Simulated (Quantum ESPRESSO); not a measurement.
# HfC (Fm-3m) in Quantum ESPRESSO: settings compared

Aim: see how the results for HfC move with the level of theory and the settings. Levels: PBEsol, PBE. Tasks: band structure.

Everything below comes from runs of Quantum ESPRESSO 7.5. Logs are shortened: lines on timing, memory, paths and dates and some standing lists are left out, and cuts for length are marked.

## 1. The structure

The structure is cubic, space group Fm-3m (No. 225). Conventional cell: a = 4.650 Å, b = 4.650 Å, c = 4.650 Å, α = 90.00°, β = 90.00°, γ = 90.00°. Around Hf (site symmetry m-3m) lie 6 C at 2.33 Å. C (site symmetry m-3m) is surrounded by 6 Hf at 2.33 Å.

## 2. Band structure, PBEsol

Contents of pw.in:

```
&CONTROL
  calculation = 'scf'
  prefix = 'pwscf'
  outdir = './tmp'
  pseudo_dir = './pseudo'
  tprnfor = .true.
  tstress = .true.
  disk_io = 'low'
/
&SYSTEM
  ibrav = 0
  nat = 2
  ntyp = 2
  ecutwfc = 88
  nbnd = 22
  input_dft = 'pbesol'
  occupations = 'smearing'
  smearing = 'fd'
  degauss = 0.00367493
/
&ELECTRONS
  conv_thr = 4d-10
  electron_maxstep = 120
  mixing_beta = 0.5
/
ATOMIC_SPECIES
Hf   178.4900 Hf_ONCV_PBE-1.2.upf
C     12.0110 C_ONCV_PBE-1.2.upf
CELL_PARAMETERS angstrom
   0.0000000000    2.3250000000    2.3250000000
   2.3250000000    0.0000000000    2.3250000000
   2.3250000000    2.3250000000    0.0000000000
ATOMIC_POSITIONS crystal
Hf     0.5000000000    0.5000000000    0.5000000000
C      0.0000000000    0.0000000000    0.0000000000
K_POINTS automatic
10 10 10 0 0 0
```

Contents of bands.in:

```
&CONTROL
  calculation = 'bands'
  prefix = 'pwscf'
  outdir = './tmp'
  pseudo_dir = './pseudo'
  disk_io = 'low'
  verbosity = 'high'
/
&SYSTEM
  ibrav = 0
  nat = 2
  ntyp = 2
  ecutwfc = 88
  nbnd = 22
  input_dft = 'pbesol'
  occupations = 'smearing'
  smearing = 'fd'
  degauss = 0.00367493
/
&ELECTRONS
  conv_thr = 1d-08
  electron_maxstep = 120
  mixing_beta = 0.5
  diago_full_acc = .true.
  startingwfc = 'random'
/
ATOMIC_SPECIES
Hf   178.4900 Hf_ONCV_PBE-1.2.upf
C     12.0110 C_ONCV_PBE-1.2.upf
CELL_PARAMETERS angstrom
   0.0000000000    2.3250000000    2.3250000000
   2.3250000000    0.0000000000    2.3250000000
   2.3250000000    2.3250000000    0.0000000000
ATOMIC_POSITIONS crystal
Hf     0.5000000000    0.5000000000    0.5000000000
C      0.0000000000    0.0000000000    0.0000000000
K_POINTS crystal
60
 0.0000000000  0.0000000000  0.0000000000 1
 0.0625000000  0.0000000000  0.0625000000 1
 0.1250000000  0.0000000000  0.1250000000 1
 0.1875000000  0.0000000000  0.1875000000 1
 0.2500000000  0.0000000000  0.2500000000 1
 0.3125000000  0.0000000000  0.3125000000 1
 0.3750000000  0.0000000000  0.3750000000 1
 0.4375000000  0.0000000000  0.4375000000 1
 0.5000000000  0.0000000000  0.5000000000 1
 0.5000000000  0.0625000000  0.5625000000 1
 0.5000000000  0.1250000000  0.6250000000 1
 0.5000000000  0.1875000000  0.6875000000 1
 0.5000000000  0.2500000000  0.7500000000 1
 0.4375000000  0.3125000000  0.7500000000 1
 0.3750000000  0.3750000000  0.7500000000 1
 0.3375000000  0.3375000000  0.6750000000 1
 0.3000000000  0.3000000000  0.6000000000 1
 0.2625000000  0.2625000000  0.5250000000 1
 0.2250000000  0.2250000000  0.4500000000 1
 0.1875000000  0.1875000000  0.3750000000 1
 0.1500000000  0.1500000000  0.3000000000 1
 0.1125000000  0.1125000000  0.2250000000 1
 0.0750000000  0.0750000000  0.1500000000 1
 0.0375000000  0.0375000000  0.0750000000 1
 0.0000000000  0.0000000000  0.0000000000 1
 0.0625000000  0.0625000000  0.0625000000 1
 0.1250000000  0.1250000000  0.1250000000 1
 0.1875000000  0.1875000000  0.1875000000 1
 0.2500000000  0.2500000000  0.2500000000 1
 0.3125000000  0.3125000000  0.3125000000 1
 0.3750000000  0.3750000000  0.3750000000 1
 0.4375000000  0.4375000000  0.4375000000 1
 0.5000000000  0.5000000000  0.5000000000 1
 0.5250000000  0.4500000000  0.5250000000 1
 0.5500000000  0.4000000000  0.5500000000 1
 0.5750000000  0.3500000000  0.5750000000 1
 0.6000000000  0.3000000000  0.6000000000 1
 0.6250000000  0.2500000000  0.6250000000 1
 0.5833333333  0.2500000000  0.6666666667 1
 0.5416666667  0.2500000000  0.7083333333 1
 0.5000000000  0.2500000000  0.7500000000 1
 0.5000000000  0.2857142857  0.7142857143 1
 0.5000000000  0.3214285714  0.6785714286 1
 0.5000000000  0.3571428571  0.6428571429 1
 0.5000000000  0.3928571429  0.6071428571 1
 0.5000000000  0.4285714286  0.5714285714 1
 0.5000000000  0.4642857143  0.5357142857 1
 0.5000000000  0.5000000000  0.5000000000 1
 0.4821428571  0.4821428571  0.5357142857 1
 0.4642857143  0.4642857143  0.5714285714 1
 0.4464285714  0.4464285714  0.6071428571 1
 0.4285714286  0.4285714286  0.6428571429 1
 0.4107142857  0.4107142857  0.6785714286 1
 0.3928571429  0.3928571429  0.7142857143 1
 0.3750000000  0.3750000000  0.7500000000 1
 0.6250000000  0.2500000000  0.6250000000 1
 0.5937500000  0.1875000000  0.5937500000 1
 0.5625000000  0.1250000000  0.5625000000 1
 0.5312500000  0.0625000000  0.5312500000 1
 0.5000000000  0.0000000000  0.5000000000 1
```

Potentials or basis: SG15 PBE 1.2.

Started as:

```bash
$ OMP_NUM_THREADS=1 pw.x -in pw.in > pw.out
$ OMP_NUM_THREADS=1 pw.x -in bands.in > bands.out
```

pw.out:

```text
This program is part of the open-source Quantum ESPRESSO suite
     for quantum simulation of materials; please cite
         "P. Giannozzi et al., J. Phys.:Condens. Matter 21 395502 (2009);
         "P. Giannozzi et al., J. Phys.:Condens. Matter 29 465901 (2017);
         "P. Giannozzi et al., J. Chem. Phys. 152 154105 (2020);
     in publications or presentations arising from this work. More details at

     IMPORTANT: XC functional enforced from input :
     Exchange-correlation= PBESOL
                           (   1   4  10   8   0   0   0)
     Any further DFT definition will be discarded
     Please, verify this is what you really want

     Message from routine setup:
     using ibrav=0 with symmetry is DISCOURAGED, use correct ibrav instead

     G-vector sticks info
     --------------------
     sticks:   dense  smooth     PW     G-vecs:    dense   smooth      PW
     Sum         931     931    283                18907    18907    3119

     Using Slab Decomposition

     bravais-lattice index     =            0
     lattice parameter (alat)  =       6.2135  a.u.
     unit-cell volume          =     169.6272 (a.u.)^3
     number of atoms/cell      =            2
     number of atomic types    =            2
     number of electrons       =        30.00
     number of Kohn-Sham states=           22
     kinetic-energy cutoff     =      88.0000  Ry
     charge density cutoff     =     352.0000  Ry
     scf convergence threshold =      4.0E-10
     mixing beta               =       0.5000
     number of iterations used =            8  plain     mixing
     Exchange-correlation= PBESOL
                           (   1   4  10   8   0   0   0)

     celldm(1)=   6.213507  celldm(2)=   0.000000  celldm(3)=   0.000000
     celldm(4)=   0.000000  celldm(5)=   0.000000  celldm(6)=   0.000000

     crystal axes: (cart. coord. in units of alat)
               a(1) = (   0.000000   0.707107   0.707107 )
               a(2) = (   0.707107   0.000000   0.707107 )
               a(3) = (   0.707107   0.707107   0.000000 )

     reciprocal axes: (cart. coord. in units 2 pi/alat)
               b(1) = ( -0.707107  0.707107  0.707107 )
               b(2) = (  0.707107 -0.707107  0.707107 )
               b(3) = (  0.707107  0.707107 -0.707107 )

     PseudoPot. # 1 for Hf read from file:
     Hf_ONCV_PBE-1.2.upf
     Pseudo is Norm-conserving, Zval = 26.0
     Generated using ONCVPSP code by D. R. Hamann
     Using radial grid of  602 points,  8 beta functions with:
                l(1) =   0
                l(2) =   0
                l(3) =   1
                l(4) =   1
                l(5) =   2
                l(6) =   2
                l(7) =   3
                l(8) =   3

     PseudoPot. # 2 for C  read from file:
     C_ONCV_PBE-1.2.upf
     Pseudo is Norm-conserving, Zval =  4.0
     Generated using ONCVPSP code by D. R. Hamann
     Using radial grid of  602 points,  4 beta functions with:
                l(1) =   0
                l(2) =   0
                l(3) =   1
                l(4) =   1

     atomic species   valence    mass     pseudopotential
     Hf               26.00   178.49000     Hf( 1.00)
     C                 4.00    12.01100     C ( 1.00)

     48 Sym. Ops., with inversion, found

   Cartesian axes

     site n.     atom                  positions (alat units)
         1        Hf     tau(   1) = (   0.7071068   0.7071068   0.7071068  )
         2        C      tau(   2) = (   0.0000000   0.0000000   0.0000000  )

     number of k points=    47  Fermi-Dirac smearing, width (Ry)=  0.0037
                       cart. coord. in units 2pi/alat
        k(    1) = (   0.0000000   0.0000000   0.0000000), wk =   0.0020000
        k(    2) = (   0.0707107   0.0707107  -0.0707107), wk =   0.0160000
        k(    3) = (   0.1414214   0.1414214  -0.1414214), wk =   0.0160000
        k(    4) = (   0.2121320   0.2121320  -0.2121320), wk =   0.0160000
        k(    5) = (   0.2828427   0.2828427  -0.2828427), wk =   0.0160000
        k(    6) = (  -0.3535534  -0.3535534   0.3535534), wk =   0.0080000
[... 39 lines left out ...]
        k(   46) = (  -0.0707107  -0.3535534   0.6363961), wk =   0.0480000
        k(   47) = (  -0.7071068   0.2828427   0.0000000), wk =   0.0240000

     Dense  grid:    18907 G-vectors     FFT dimensions: (  40,  40,  40)

     Initial potential from superposition of free atoms

     starting charge      29.8715, renormalised to      30.0000
     Starting wfcs are random

     Self-consistent Calculation

     iteration #  1     ecut=    88.00 Ry     beta= 0.50
     Davidson diagonalization with overlap
     ethr =  1.00E-02,  avg # of iterations = 10.4

     total energy              =    -458.26096754 Ry
     estimated scf accuracy    <       0.66366596 Ry

     iteration #  2     ecut=    88.00 Ry     beta= 0.50
     Davidson diagonalization with overlap
     ethr =  2.21E-03,  avg # of iterations =  2.0

     total energy              =    -458.47623344 Ry
     estimated scf accuracy    <       0.29874288 Ry

     iteration #  3     ecut=    88.00 Ry     beta= 0.50
     Davidson diagonalization with overlap
     ethr =  9.96E-04,  avg # of iterations =  1.8
[... 36 lines left out ...]
     total energy              =    -458.52706952 Ry
     estimated scf accuracy    <       0.00000001 Ry

     iteration #  9     ecut=    88.00 Ry     beta= 0.50
     Davidson diagonalization with overlap
     ethr =  4.92E-11,  avg # of iterations =  2.0

     total energy              =    -458.52706952 Ry
     estimated scf accuracy    <          3.5E-09 Ry

     iteration # 10     ecut=    88.00 Ry     beta= 0.50
     Davidson diagonalization with overlap
     ethr =  1.17E-11,  avg # of iterations =  1.9

     End of self-consistent calculation

          k = 0.0000 0.0000 0.0000 (  2421 PWs)   bands (ev):

   -37.3590  -5.7822  -5.7822  -5.7822  11.3913  12.8605  12.9500  12.9500
    12.9500  13.0016  13.0016  13.0016  24.8119  24.8119  24.8119  25.0512
    25.0512  25.0512  27.1068  27.1068  30.4757  34.6451

          k = 0.0707 0.0707-0.0707 (  2373 PWs)   bands (ev):

   -37.3551  -5.8519  -5.7890  -5.7890  11.6358  12.8644  12.9553  12.9562
    12.9562  12.9959  12.9959  13.0019  23.3814  23.7823  23.7823  25.4778
    25.4778  25.8797  28.2240  28.2240  31.0274  35.3281

          k = 0.1414 0.1414-0.1414 (  2361 PWs)   bands (ev):

   -37.3450  -6.0298  -5.8065  -5.8065  12.2851  12.8750  12.9710  12.9710
    12.9836  12.9836  13.0025  13.0068  21.5949  22.5226  22.5226  26.2230
    26.2230  26.4179  30.2155  30.2155  32.1787  36.9390

          k = 0.2121 0.2121-0.2121 (  2367 PWs)   bands (ev):
[... 149 lines left out ...]
          k =-0.0707-0.6364 0.6364 (  2368 PWs)   bands (ev):

   -37.3062  -6.3565  -6.0398  -6.0020  12.9204  12.9435  12.9445  12.9488
    12.9500  13.0091  13.0123  13.5188  20.8553  21.6038  23.2439  23.9089
    29.6078  30.3037  30.3319  32.6369  33.0388  36.2238

          k = 0.0000-0.5657 0.5657 (  2348 PWs)   bands (ev):

   -37.3054  -6.3165  -6.1241  -5.9793  12.9169  12.9213  12.9375  12.9460
    12.9544  13.0115  13.0156  13.8620  20.6918  20.9926  22.4891  24.6833
    29.8078  30.0784  31.1759  32.1726  34.1264  36.3912

          k =-0.7071 0.0000 0.0000 (  2346 PWs)   bands (ev):

   -37.3049  -6.3838  -6.0176  -6.0176  12.9221  12.9435  12.9454  12.9454
    13.0082  13.0082  13.0124  13.3162  21.0958  21.8744  23.6712  23.6712
    29.0510  30.4417  30.4417  32.0257  33.0743  36.0593

          k = 0.2828 0.1414 0.0000 (  2355 PWs)   bands (ev):

   -37.3369  -6.0882  -5.8914  -5.8278  12.6248  12.8836  12.9679  12.9715
    12.9787  12.9838  12.9979  13.1571  20.5362  22.3447  22.3649  25.1162
    27.8768  27.9410  28.9471  31.3214  33.9714  38.1187

          k = 0.3536 0.2121-0.0707 (  2371 PWs)   bands (ev):

   -37.3260  -6.2335  -5.9431  -5.8500  12.8104  12.8961  12.9525  12.9650
    12.9832  12.9928  13.0114  13.7775  19.5656  21.4336  21.7929  25.8187
    28.3690  29.0538  30.2525  32.5433  34.7185  37.6711

          k =-0.2828-0.4243 0.5657 (  2371 PWs)   bands (ev):

   -37.3171  -6.3537  -5.9693  -5.8773  12.8396  12.9077  12.9414  12.9513
    12.9865  13.0096  13.0228  14.5421  18.6991  20.9700  21.3103  26.7640
    28.9665  29.3320  31.8643  32.7729  35.2283  36.9379

          k =-0.2121-0.3536 0.4950 (  2370 PWs)   bands (ev):
[... 41 lines left out ...]
          k =-0.0707-0.4950 0.6364 (  2364 PWs)   bands (ev):

   -37.3062  -6.3052  -6.1080  -5.9937  12.9074  12.9208  12.9386  12.9464
    12.9547  13.0109  13.0146  13.9675  20.4863  21.0888  21.9295  25.3526
    29.2481  30.2925  30.8384  32.5171  34.6589  36.5595

          k = 0.0000-0.4243 0.5657 (  2351 PWs)   bands (ev):

   -37.3066  -6.2292  -6.2106  -5.9624  12.8906  12.9194  12.9345  12.9491
    12.9596  13.0096  13.0197  14.3026  19.8392  20.9495  21.5802  26.4023
    28.4006  30.0883  31.4810  32.5373  36.1382  37.0842

          k =-0.7071 0.1414 0.0000 (  2370 PWs)   bands (ev):

   -37.3049  -6.3496  -6.0534  -6.0220  12.9221  12.9436  12.9445  12.9464
    12.9487  13.0085  13.0121  13.6110  21.0377  21.4651  22.4721  24.5830
    29.9053  29.9093  30.4466  32.3862  33.5765  36.2785

          k =-0.1414-0.4243 0.7071 (  2364 PWs)   bands (ev):

   -37.3082  -6.2785  -6.1197  -5.9728  12.8861  12.9173  12.9374  12.9513
    12.9589  13.0067  13.0200  14.2358  19.8574  21.0984  21.4489  26.4085
    28.4717  30.2263  30.7228  33.0566  35.6608  36.7919

          k =-0.0707-0.3536 0.6364 (  2354 PWs)   bands (ev):

   -37.3061  -6.2469  -6.1705  -5.9947  12.8957  12.9205  12.9363  12.9477
    12.9564  13.0117  13.0148  14.2857  20.0357  20.9789  21.3496  27.3415
    27.3887  30.3052  31.3327  32.1953  36.8791  36.9615

          k =-0.7071 0.2828 0.0000 (  2362 PWs)   bands (ev):

   -37.3049  -6.2594  -6.1463  -6.0291  12.9142  12.9220  12.9408  12.9466
    12.9475  13.0096  13.0111  14.0935  20.9606  20.9729  21.0609  26.3799
    28.3661  30.4546  30.6456  32.1113  36.1341  37.2019

     the Fermi energy is    23.7783 ev

!    total energy              =    -458.52706952 Ry
     estimated scf accuracy    <          9.9E-11 Ry
     smearing contrib. (-TS)   =      -0.00020705 Ry
     internal energy E=F+TS    =    -458.52686248 Ry

     The total energy is F=E-TS. E is the sum of the following terms:
     one-electron contribution =    -131.13141089 Ry
     hartree contribution      =     100.97550430 Ry
     xc contribution           =     -41.51521668 Ry
     ewald contribution        =    -386.85573921 Ry

     convergence has been achieved in  10 iterations

     Forces acting on atoms (cartesian axes, Ry/au):

     atom    1 type  1   force =     0.00000000    0.00000000   -0.00000000
     atom    2 type  2   force =    -0.00000000    0.00000000    0.00000000

     Total force =     0.000000     Total SCF correction =     0.000000

     Computing stress (Cartesian axis) and pressure

          total   stress  (Ry/bohr**3)                   (kbar)     P=      -62.50
  -0.00042484  -0.00000000  -0.00000000          -62.50       -0.00       -0.00
  -0.00000000  -0.00042484  -0.00000000           -0.00      -62.50       -0.00
  -0.00000000  -0.00000000  -0.00042484           -0.00       -0.00      -62.50

=------------------------------------------------------------------------------=
   JOB DONE.
=------------------------------------------------------------------------------=
```

Run time: 92 s. Hardware: 1 thread of Arm Neoverse V2, shared host; peak memory 0.09 GiB.

What came out:

```yaml
Free_energy: -6238.5786 eV
Pressure: -6.2 GPa
Band_gap_on_the_k_mesh: none (metal or under the smearing width)
```

Levels at the corners of the path, in eV from the Fermi level:
| point | band 12 | band 13 | band 14 | band 15 | band 16 | band 17 | band 18 | band 19 |
| --- | --- | --- | --- | --- | --- | --- | --- | --- |
| Γ | -10.78 | 1.03 | 1.03 | 1.03 | 1.27 | 1.27 | 1.27 | 3.33 |
| X | -10.46 | -2.68 | -1.90 | -0.11 | -0.11 | 5.27 | 6.66 | 6.66 |
| W | -9.59 | -3.04 | -2.80 | -2.80 | 3.61 | 3.61 | 6.68 | 6.98 |
| K | -9.69 | -3.60 | -2.82 | -1.68 | 1.50 | 5.70 | 6.10 | 8.16 |
| Γ | -10.78 | 1.03 | 1.03 | 1.03 | 1.27 | 1.27 | 1.27 | 3.33 |
| L | -8.42 | -6.26 | -3.06 | -3.06 | 5.23 | 5.23 | 5.69 | 6.46 |
| U | -9.69 | -3.60 | -2.82 | -1.68 | 1.50 | 5.70 | 6.10 | 8.16 |
| W | -9.59 | -3.04 | -2.80 | -2.80 | 3.61 | 3.61 | 6.68 | 6.98 |
| L | -8.42 | -6.26 | -3.06 | -3.06 | 5.23 | 5.23 | 5.69 | 6.46 |
| K | -9.69 | -3.60 | -2.82 | -1.68 | 1.50 | 5.70 | 6.10 | 8.16 |
| U | -9.69 | -3.60 | -2.82 | -1.68 | 1.50 | 5.70 | 6.10 | 8.16 |
| X | -10.46 | -2.68 | -1.90 | -0.11 | -0.11 | 5.27 | 6.66 | 6.66 |

Caveat: the potentials were made for another functional, which shifts forces and pressure; spin-orbit coupling is left out, which moves the levels of the heavy elements.

## 3. Band structure, PBE

Edit pw.in of step 2 so:

```diff
@@ -15,3 +15,2 @@
   nbnd = 22
-  input_dft = 'pbesol'
   occupations = 'smearing'
```

Edit bands.in of step 2 so:

```diff
@@ -14,3 +14,2 @@
   nbnd = 22
-  input_dft = 'pbesol'
   occupations = 'smearing'
```

Potentials or basis: SG15 PBE 1.2.

Started as:

```bash
$ OMP_NUM_THREADS=1 pw.x -in pw.in > pw.out
$ OMP_NUM_THREADS=1 pw.x -in bands.in > bands.out
```

Run time: 91 s. Hardware: 1 thread of Arm Neoverse V2, shared host; peak memory 0.09 GiB.

It converged, with:

```
Free energy            : -6244.6996 eV
Pressure               : 0.4 GPa
Band gap on the k mesh : none (metal or under the smearing width)
```

Levels at the corners of the path, in eV from the Fermi level:
| point | band 13 | band 14 | band 15 | band 16 | band 17 | band 18 |
| --- | --- | --- | --- | --- | --- | --- |
| Γ | 1.00 | 1.00 | 1.00 | 1.30 | 1.30 | 1.30 |
| X | -2.67 | -1.85 | -0.12 | -0.12 | 5.27 | 6.62 |
| W | -3.02 | -2.78 | -2.78 | 3.60 | 3.60 | 6.63 |
| K | -3.56 | -2.80 | -1.68 | 1.53 | 5.68 | 6.07 |
| Γ | 1.00 | 1.00 | 1.00 | 1.30 | 1.30 | 1.30 |
| L | -6.20 | -3.05 | -3.05 | 5.21 | 5.21 | 5.67 |
| U | -3.56 | -2.80 | -1.68 | 1.53 | 5.68 | 6.07 |
| W | -3.02 | -2.78 | -2.78 | 3.60 | 3.60 | 6.63 |
| L | -6.20 | -3.05 | -3.05 | 5.21 | 5.21 | 5.67 |
| K | -3.56 | -2.80 | -1.68 | 1.53 | 5.68 | 6.07 |
| U | -3.56 | -2.80 | -1.68 | 1.53 | 5.68 | 6.07 |
| X | -2.67 | -1.85 | -0.12 | -0.12 | 5.27 | 6.62 |

Caveat: spin-orbit coupling is left out, which moves the levels of the heavy elements.
